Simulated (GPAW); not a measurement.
**Local fields in the dielectric function of NaF (Villiaumite)**

What do local fields and a kernel do to the response of NaF (Villiaumite)?

Method: PBE and many-body steps on it, plane waves, in GPAW 26.7.0.

Report form: the programs' logs are mostly left out.

The database entry behind the starting cell differs from later determinations by our own check (0.1 to 0.3 % short, probably kX units), so it need not match the best structure at ambient conditions.

## 1. Set-up

It takes space group Fm-3m (No. 225, cubic). The conventional cell has a = 4.620 Å, b = 4.620 Å, c = 4.620 Å, α = 90.00°, β = 90.00°, γ = 90.00°. Nearest to Na lie 6 F at 2.31 Å. Nearest to F lie 6 Na at 2.31 Å. Farther neighbours and most contacts between anions are not listed.

As a file:

```
Na F
1.0
     0.00000    2.31000    2.31000
     2.31000    0.00000    2.31000
     2.31000    2.31000    0.00000
Na F
1 1
Cartesian
  0.0000 0.0000 0.0000
  2.3100 2.3100 2.3100
```

The cell and positions come from the Crystallography Open Database and are kept as given unless a step says otherwise.

## 2. Empty states on the mesh, 12×12×12 mesh, 32 bands

This step: GPAW 26.7.0; DFT, PBE, plane waves, PAW.

The sums over transitions need many empty states on a uniform mesh; this step solves for them.

run.py

```python
import json
import numpy as np
from gpaw.mpi import world
from gpaw import GPAW

calc = GPAW('gs.gpw').fixed_density(kpts={'size': (12, 12, 12), 'gamma': True},
    nbands=38,
    convergence={'bands': 32},
    txt='nscf.txt')
calc.write('full.gpw', mode='all')
res = {}
kpts = calc.get_ibz_k_points()
res['kpts'] = kpts
res['eigenvalues'] = [calc.get_eigenvalues(kpt=k) for k in range(len(kpts))]
res['n_electrons'] = calc.get_number_of_electrons()

if world.rank == 0:
    with open('result.json', 'w') as f:
        json.dump(res, f, default=lambda x: x.tolist())
```

Launch:

```bash
mpirun -n 4 gpaw python run.py
```

Wall time 16 s (4 MPI ranks of Intel Xeon 6975P-C (Granite Rapids), shared host); peak memory 0.7 GiB; 63 s of CPU time.

Numbers from this step:

```
gap                                                           : 6.378 eV
k of the valence top                                          : 0, 0, 0
k of the conduction bottom                                    : 0, 0, 0
least direct gap                                              : 6.378 eV
k points computed                                             : 72
lowest point of the top converged band, above the valence top : 55.6650 eV
```

On this mesh the gap is 6.378 eV.

## 3. RPA response

The response function is computed on a frequency grid, with local fields up to the given cutoff.

This step: linear response, RPA, on PBE, plane waves, PAW.

run.py

```python
import json
import numpy as np
from gpaw.mpi import world
from gpaw.response.df import DielectricFunction

df = DielectricFunction('full.gpw',
    ecut=50,
    nbands=32,
    eta=0.2,
    frequencies={'type': 'nonlinear', 'domega0': 0.05, 'omega2': 10.0},
    intraband=False,
    txt='df.txt')
res = {'optical': {}, 'eels': []}
for d in 'x':
    y0, y = df.get_dielectric_function(direction=d, xc='RPA', filename=None)
    res['optical'][d] = [y0.real, y0.imag, y.real, y.imag]
res['w'] = df.get_frequencies()
for q_c in [[0.0833333333, 0, 0], [0.25, 0, 0], [0.5, 0, 0], [0.75, 0, 0], [1.25, 0, 0]]:
    res['eels'].append(df.get_eels_spectrum(q_c=q_c, xc='RPA', filename=None))

if world.rank == 0:
    with open('result.json', 'w') as f:
        json.dump(res, f, default=lambda x: x.tolist())
```

Launch:

```bash
mpirun -n 4 gpaw python run.py
```

Elapsed: 20 s, on 4 MPI ranks; peak memory 0.92 GiB.

Numbers from this step:

```
ε at zero frequency           : 1.774
the same without local fields : 1.847
```

The static value is 1.77.

The ε₂ has structure finer than the step of the table below, so its rows give means over 2 eV, whole bins alone (the curve runs from 0 to 39.8 eV). Peaks (eV: height): xx, no local fields 11.2: 1.08, 14.0: 1.82, 19.8: 1.12, 29.6: 0.514; xx, local fields 11.2: 0.974, 14.0: 1.45, 20.6: 0.991, 32.2: 0.440.

RPA, broadening 0.2 eV. ε₂ against photon energy; means over each step:

```
photon energy (eV)  xx, no local fields  xx, local fields
                 2              0.00471           0.00435
                 4               0.0136            0.0127
                 6                0.136             0.133
                 8                0.608             0.588
                10                0.814             0.755
                12                0.891             0.779
                14                 1.27              1.05
                16                0.844             0.725
                18                0.741             0.603
                20                 1.00             0.855
                22                0.500             0.489
                24                0.411             0.394
                26                0.307             0.295
                28                0.323             0.277
                30                0.460             0.413
                32                0.444             0.399
                34                0.429             0.404
                36                0.275             0.328
                38                0.281             0.311
```

Optical limit, local fields. Table of loss function, xx by energy loss; read off at these points:

```
energy loss (eV)  loss function, xx
             0.0                  0
             1.0             6.2e-4
             2.0            0.00131
             3.0            0.00217
             4.0            0.00341
             5.0            0.00570
             6.0             0.0139
             7.0             0.0777
             8.0              0.146
             9.0              0.186
            10.0              0.204
            11.0              0.237
            12.0              0.282
            13.0              0.196
            14.0              0.309
            14.8              0.503
            15.0              0.492
            16.0              0.405
            17.0              0.424
            18.0              0.361
            19.0              0.325
            20.0              0.451
            21.0              0.791
            22.0              0.533
            23.0              0.447
            24.0              0.410
            24.4              0.484
            25.0              0.361
            26.0              0.267
            27.0              0.271
            28.0              0.252
            29.0              0.227
            30.0              0.343
            31.0              0.370
            32.0              0.347
            33.0              0.362
            34.0              0.373
            35.0              0.453
            36.0              0.375
            37.0              0.327
            38.0              0.328
            38.6              0.389
            39.0              0.382
```

The -Im 1/eps(q) has structure finer than the step of the table below, so its rows give means over 2 eV, whole bins alone (the curve runs from 0 to 39.8 eV). Peaks (eV: height): q = 0.196 1/A 14.8: 0.490, 21.0: 0.760, 24.4: 0.472, 35.0: 0.441; q = 0.589 1/A 14.8: 0.424, 21.2: 0.632, 34.8: 0.446; q = 1.178 1/A 21.8: 0.433, 32.2: 0.425, 34.4: 0.445, 38.8: 0.413; q = 1.767 1/A 15.6: 0.186, 21.4: 0.287, 34.8: 0.407, 39.6: 0.394; q = 2.944 1/A 21.0: 0.0811, 32.0: 0.197, 35.4: 0.162, 39.6: 0.188.

RPA, local fields; q along the first reciprocal vector. Table of -Im 1/eps(q) by energy loss; means over each step:

```
energy loss (eV)  q = 0.196 1/A  q = 0.589 1/A  q = 1.178 1/A  q = 1.767 1/A  q = 2.944 1/A
               2        0.00130        0.00108         6.5e-4         3.5e-4         1.0e-4
               4        0.00344        0.00270        0.00152         7.8e-4         2.2e-4
               6         0.0235        0.00953        0.00332        0.00159         4.5e-4
               8          0.125         0.0947         0.0245        0.00784        0.00238
              10          0.187          0.166         0.0998         0.0289        0.00622
              12          0.255          0.231          0.154         0.0648         0.0131
              14          0.326          0.321          0.237          0.130         0.0227
              16          0.410          0.361          0.252          0.158         0.0328
              18          0.341          0.302          0.200          0.104         0.0230
              20          0.456          0.397          0.278          0.163         0.0476
              22          0.560          0.538          0.407          0.260         0.0678
              24          0.408          0.382          0.319          0.224         0.0630
              26          0.310          0.301          0.252          0.176         0.0425
              28          0.237          0.234          0.211          0.163         0.0528
              30          0.324          0.321          0.314          0.278          0.115
              32          0.363          0.392          0.398          0.351          0.178
              34          0.393          0.408          0.417          0.374          0.137
              36          0.379          0.387          0.389          0.343          0.143
              38          0.341          0.353          0.369          0.355          0.150
```

## 4. ALDA response

This step: linear response, ALDA, on PBE, plane waves, PAW.

run.py, as its differences from that of step 3:

```diff
@@ -14,7 +14,7 @@
 for d in 'x':
-    y0, y = df.get_dielectric_function(direction=d, xc='RPA', filename=None)
+    y0, y = df.get_dielectric_function(direction=d, xc='ALDA', filename=None)
     res['optical'][d] = [y0.real, y0.imag, y.real, y.imag]
 res['w'] = df.get_frequencies()
-for q_c in [[0.0833333333, 0, 0], [0.25, 0, 0], [0.5, 0, 0], [0.75, 0, 0], [1.25, 0, 0]]:
-    res['eels'].append(df.get_eels_spectrum(q_c=q_c, xc='RPA', filename=None))
+for q_c in [[0.5, 0, 0]]:
+    res['eels'].append(df.get_eels_spectrum(q_c=q_c, xc='ALDA', filename=None))
```

Launch:

```bash
mpirun -n 4 gpaw python run.py
```

It took 9.1 s on 4 MPI ranks; peak memory 0.94 GiB.

Numbers from this step:

- ε at zero frequency: 1.820
- the same without local fields: 1.847

The static value is 1.82.

## 5. RPA response, local-field cutoff (12×12×12 mesh, 32 bands, screening to 100 eV, broadening 0.2 eV)

This step: linear response, RPA, on PBE, plane waves, PAW.

run.py, as its differences from that of step 4:

```diff
@@ -6,3 +6,3 @@
 df = DielectricFunction('full.gpw',
-    ecut=50,
+    ecut=100,
     nbands=32,
@@ -14,3 +14,3 @@
 for d in 'x':
-    y0, y = df.get_dielectric_function(direction=d, xc='ALDA', filename=None)
+    y0, y = df.get_dielectric_function(direction=d, xc='RPA', filename=None)
     res['optical'][d] = [y0.real, y0.imag, y.real, y.imag]
@@ -18,3 +18,3 @@
 for q_c in [[0.5, 0, 0]]:
-    res['eels'].append(df.get_eels_spectrum(q_c=q_c, xc='ALDA', filename=None))
+    res['eels'].append(df.get_eels_spectrum(q_c=q_c, xc='RPA', filename=None))
```

Launch:

```bash
mpirun -n 4 gpaw python run.py
```

Elapsed: 9.5 s, on 4 MPI ranks; peak memory 1 GiB.

This step gave:

| Item | Value |
| --- | --- |
| ε at zero frequency | 1.769 |
| the same without local fields | 1.847 |

The static value is 1.77.

The ε₂ has structure finer than the step of the table below, so its rows give means over 1 eV, whole bins alone (the curve runs from 0 to 39.8 eV). Peaks (eV: height): xx, no local fields 11.2: 1.08, 14.0: 1.82, 19.8: 1.12, 29.6: 0.514; xx, local fields 11.2: 1.02, 14.0: 1.46, 20.6: 0.982, 32.2: 0.439.

RPA, broadening 0.2 eV. Table of ε₂ by photon energy; means over each step:

```
photon energy (eV)  xx, no local fields  xx, local fields
                 1              0.00215           0.00194
                 2              0.00461           0.00417
                 3              0.00787           0.00712
                 4               0.0130            0.0118
                 5               0.0240            0.0218
                 6               0.0899            0.0821
                 7                0.421             0.386
                 8                0.616             0.565
                 9                0.716             0.660
                10                0.806             0.744
                11                0.968             0.900
                12                0.883             0.834
                13                0.836             0.699
                14                 1.53              1.24
                15                 1.02             0.923
                16                0.824             0.700
                17                0.771             0.635
                18                0.722             0.582
                19                0.870             0.669
                20                 1.08             0.892
                21                0.741             0.738
                22                0.486             0.463
                23                0.434             0.404
                24                0.440             0.409
                25                0.346             0.339
                26                0.292             0.276
                27                0.290             0.266
                28                0.329             0.281
                29                0.416             0.323
                30                0.470             0.427
                31                0.406             0.409
                32                0.459             0.408
                33                0.468             0.400
                34                0.431             0.383
                35                0.350             0.384
                36                0.272             0.314
                37                0.245             0.280
                38                0.293             0.309
                39                0.281             0.309
```

## 6. RPA response, fewer bands (12×12×12 mesh, 12 bands, screening to 50 eV, broadening 0.2 eV)

run.py, as its differences from that of step 5:

```diff
@@ -6,4 +6,4 @@
 df = DielectricFunction('full.gpw',
-    ecut=100,
-    nbands=32,
+    ecut=50,
+    nbands=12,
     eta=0.2,
@@ -17,3 +17,3 @@
 res['w'] = df.get_frequencies()
-for q_c in [[0.5, 0, 0]]:
+for q_c in []:
     res['eels'].append(df.get_eels_spectrum(q_c=q_c, xc='RPA', filename=None))
```

Launch:

```bash
mpirun -n 4 gpaw python run.py
```

Elapsed: 6.1 s, on 4 MPI ranks; peak memory 0.58 GiB.

This step gave:

```
ε at zero frequency           : 1.665
the same without local fields : 1.691
```

## 7. RPA response, scissors (12×12×12 mesh, 32 bands, screening to 50 eV, broadening 0.2 eV)

run.py, as its differences from that of step 6:

```diff
@@ -7,3 +7,3 @@
     ecut=50,
-    nbands=12,
+    nbands=32,
     eta=0.2,
@@ -11,2 +11,3 @@
     intraband=False,
+    eshift=0.5,
     txt='df.txt')
```

Launch:

```bash
mpirun -n 4 gpaw python run.py
```

Elapsed: 6.9 s, on 4 MPI ranks; peak memory 0.91 GiB; 27 s of CPU time.

This step gave:

```
ε at zero frequency           : 1.748
the same without local fields : 1.819
```

The static value is 1.75.

## 8. RPA response, unknown integration mode (12×12×12 mesh, 32 bands, screening to 30 eV, broadening 0.2 eV)

run.py, as its differences from that of step 7:

```diff
@@ -6,3 +6,3 @@
 df = DielectricFunction('full.gpw',
-    ecut=50,
+    ecut=30,
     nbands=32,
@@ -11,3 +11,3 @@
     intraband=False,
-    eshift=0.5,
+    integrationmode='gaussian',
     txt='df.txt')
```

Launch:

```bash
mpirun -n 4 gpaw python run.py
```

It took 14 s on 4 MPI ranks; peak memory 0.58 GiB.

The run stopped with an error after 14 s.

The program's words: ValueError: Integration mode "gaussian" not implemented.

The fault put into this input: unknown integration mode.

## 9. The runs together

Times are wall times on 4 MPI ranks of Intel Xeon 6975P-C (Granite Rapids), shared host, good to a factor of about two.

```
                                                                                               run  ε(0)  without local fields   time
                                                                                      RPA response  1.77                  1.85   20 s
                                                                                     ALDA response  1.82                  1.85  9.1 s
RPA response, local-field cutoff (12×12×12 mesh, 32 bands, screening to 100 eV, broadening 0.2 eV)  1.77                  1.85  9.5 s
        RPA response, fewer bands (12×12×12 mesh, 12 bands, screening to 50 eV, broadening 0.2 eV)  1.66                  1.69  6.1 s
           RPA response, scissors (12×12×12 mesh, 32 bands, screening to 50 eV, broadening 0.2 eV)  1.75                  1.82  6.9 s
```

## 10. Results

| Quantity | Value |
| --- | --- |
| RPA response | ε(0) 1.77 |
| ALDA response | ε(0) 1.82 |
| RPA response, local-field cutoff (12×12×12 mesh, 32 bands, screening to 100 eV, broadening 0.2 eV) | ε(0) 1.77 |
| RPA response, fewer bands (12×12×12 mesh, 12 bands, screening to 50 eV, broadening 0.2 eV) | ε(0) 1.66 |
| RPA response, scissors (12×12×12 mesh, 32 bands, screening to 50 eV, broadening 0.2 eV) | ε(0) 1.75 |

In the optical limit the electronic ε(0) is 1.77, against 1.85 without local fields. ALDA response: ε(0) = 1.82. RPA response, local-field cutoff (12×12×12 mesh, 32 bands, screening to 100 eV, broadening 0.2 eV): ε(0) = 1.77. RPA response, fewer bands (12×12×12 mesh, 12 bands, screening to 50 eV, broadening 0.2 eV): ε(0) = 1.66. RPA response, scissors (12×12×12 mesh, 32 bands, screening to 50 eV, broadening 0.2 eV): ε(0) = 1.75. ε(0) converges slowly with a Γ-centred mesh, and this one is not shown settled. Unless a shift is named, the levels are those of the density functional, and only a kernel with a long-range part can bind an exciton.

[Paths, hosts, dates, memory and timing lines, banners, echoed tables and standing remarks are left out of the program output.]

[Logs are printed without paths, hosts, clocks, repeated set-up lines and the standing remarks that a program may print on its own settings, such as how far it seeks lower states.]

[Runs of the session that timed out or met a known fault of the program may be left out.]

[Hosts, paths, dates, database ids (printed as entryN), source tags and the programs' standing remarks are cut or masked in the printed files.]
